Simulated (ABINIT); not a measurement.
Runs of ABINIT 10.8.3 (patched build) on Bi2Se3 (Paraguanajuatite). It takes space group R-3m (No. 166, trigonal). The conventional cell has a = 4.143 Å, b = 4.143 Å, c = 28.636 Å, α = 90.00°, β = 90.00°, γ = 120.00°. Bi (site symmetry 3m) is surrounded by 6 Se at 2.85 to 3.07 Å. Se (site symmetry 3m) has 3 Bi at 2.85 Å as nearest neighbours. Se (site symmetry -3m) is surrounded by 6 Bi at 3.07 Å. 

```tsv
task	level	potentials or basis	cutoff (eV)	fine-grid cutoff	gap on the mesh (eV)	pressure (GPa)	largest force (eV/Å)
single point	LDA	PseudoDojo NC SR LDA v0.4.1 standard	1061	-	0.10	-2.1	0.16
positron lifetime	LDA	JTH PAW LDA v2.0	272	544.228 eV	0.10	-	0.14
positron lifetime	PBEsol	JTH PAW PBE v2.0	272	544.228 eV	(a)	-	0.19
positron lifetime	PBEsol	JTH PAW PBE v2.0 sp	272	544.228 eV	(b)	0.1	0.31
single point	PBE	PseudoDojo NC SR PBE v0.4.1 standard	1061	-	0.22	2.3	0.20
```

Alike in all rows: no spin polarisation; cell as given; k mesh 6 × 6 × 6; smearing fermi-dirac 0.05 eV.

Question: Fill in the values left out.

Answer: (a) 0.14; (b) 0.16.

Caveats: spin-orbit coupling is left out, which as a rule narrows the gap of such compounds by several tenths of an eV; the PAW basis is incomplete for the positron (some runs); the PAW data sets were made with another functional, which shifts forces and pressure a little (some runs); this set keeps more shells in the core, which shifts pressures and gaps (some runs).

A k mesh can miss the band edges, and the runs leave out spin-orbit coupling on Bi, Se.

Not every run made on this cell is shown here.
